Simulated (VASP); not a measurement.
Here is a VASP 6.6.1 calculation.

INCAR

```
ALGO = Normal
EDIFF = 1E-7
EDIFFG = -0.01
ENCUT = 600
GGA = PE
IBRION = 2
ISIF = 3
ISMEAR = -1
LASPH = T
LCHARG = F
LREAL = F
LWAVE = F
NELM = 80
NSW = 60
PREC = Accurate
SIGMA = 0.05
```

Contents of KPOINTS:

```
k-points
0
Gamma
  13 13 13
```

POSCAR

```
BN
1.0
    0.0000000000      1.8130010000      1.8130010000
    1.8130010000      0.0000000000      1.8130010000
    1.8130010000      1.8130010000      0.0000000000
N B
1 1
Direct
    0.2500000000      0.2500000000      0.2500000000
    0.0000000000      0.0000000000      0.0000000000
```

Potentials or basis: VASP PAW PBE potentials, release 64 (N, B).

The run is started by

```bash
$ cat potpaw_PBE.64/N/POTCAR potpaw_PBE.64/B/POTCAR > POTCAR
$ mpirun -np 1 vasp_std > vasp.out
```

Q: What does it give for the space group after relaxing (to 0.05 Å)?

A: F-43m (No. 216).

Q: Estimate the relaxed cell.

A: a = 2.563 Å, b = 2.563 Å, c = 2.563 Å, α = 60.00°, β = 60.00°, γ = 60.00°.

Q: What does it give for the band gap on the k mesh?

A: 4.52 eV, indirect (least direct gap 8.78 eV).

Q: Estimate the relaxed volume.

A: 5.95 Å³/atom.

Final structure:
```yaml
crystal:
  lattice:
    - [0.00000, 1.81226, 1.81226]
    - [1.81226, 0.00000, 1.81226]
    - [1.81226, 1.81226, 0.00000]
  atoms:
    - { symbol: N, position: [0.25000, 0.25000, 0.25000] }
    - { symbol: B, position: [0.00000, 0.00000, 0.00000] }
```

Caveat: an odd mesh through Γ misses points on the zone boundary, where band edges often lie. PBE gaps usually lie below the measured ones, often by a third to a half.
